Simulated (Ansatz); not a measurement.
KBr under changes of volume

One of the cells (35.937 Å³/atom); the others are scaled copies at fixed shape and fractional positions:

```
Br K
1.0
     0.00000    3.30000    3.30000
     3.30000    0.00000    3.30000
     3.30000    3.30000    0.00000
Br K
1 1
Cartesian
  3.3000 3.3000 3.3000
  0.0000 0.0000 0.0000
```

| Item | Value |
| --- | --- |
| Program | Ansatz 0.2.0 |
| Functional | PBE |
| Dispersion | D3(BJ) |
| Potentials or basis | Ansatz PAW |
| Cutoff | 420 eV (not typed: the program's choice for these potentials) |
| k mesh | 7 × 7 × 7 |
| Occupations | fermi-dirac, width 0.05 eV |
| Spin | no spin polarisation |

```csv
volume (Å³/atom),energy over the lowest point (meV/atom),pressure (GPa),gap on the mesh (eV)
33.781,3.88,0.8,4.61
34.500,1.10,0.4,4.55
35.218,0.00,0.1,4.49
35.937,?,?,?
36.656,2.14,-0.5,4.38
37.374,5.06,-0.8,4.33
38.093,9.03,-1.0,4.28
```

Question: What does the run at 35.937 Å³/atom give?

Answer: Energy over the lowest point 0.40 meV/atom; pressure -0.2 GPa; gap on the mesh 4.44 eV.

Worked out: A Birch-Murnaghan fit of order 3 (a polynomial in V^(-2/3)) to the other rows has its minimum at 35.37 Å³/atom with B0 = V·E''(V) = 16.0 GPa and B' = 4.8. It gives 0.40 meV/atom at 35.937 Å³/atom, against the run's 0.40, and -dE/dV = -0.2 GPa, against -0.2. A straight line through the other rows of the gap, of slope -2.75 eV per unit of ln V (its deformation potential), gives 4.44 eV, against the run's 4.44.

Energies are extrapolated to zero smearing.

Caveats: odd divisions of the mesh miss points on the zone boundary, where band edges often lie, so the gap on the mesh can be too wide.

A mesh can miss the band edges. Spin-orbit coupling on Br is left out.
